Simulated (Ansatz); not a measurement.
Input and command of a plane-wave DFT calculation in Ansatz:

```yaml
crystal:
  lattice:
    - [2.851902396, 0.0, 0.0]
    - [0.0, 2.851902396, 0.0]
    - [0.0, 0.0, 2.851902396]
  atoms:
    - { symbol: Al, position: [0.0, 0.0, 0.0] }
    - { symbol: Co, position: [0.3948070592, 0.5, 0.5] }
basis:
  ecutwfc: 420
kpoints:
  mp_grid: { grid: [22, 22, 22] }
hamiltonian:
  xc: pbe
scf:
  occupations: { method: gaussian, width: 0.15 }
output:
  forces: true
  stress: true
  eigenvalues: true
```

```bash
ansatz run input.yaml --threads 2 --pin off --max-ram 5120MiB --backend cpu --events-out ev --progress --plain --runs-dir out
```

Processor: AMD EPYC 7571, 2 threads, on a host shared with other jobs.

Q: How long does it run, and how much memory does it take?

A: About 22 s on 2 threads of AMD EPYC 7571 (shared host), peak memory 0.67 GiB. It solves 14 bands at 936 k points (the mesh reduced by symmetry) with about 461 plane waves, in 6 SCF iterations.
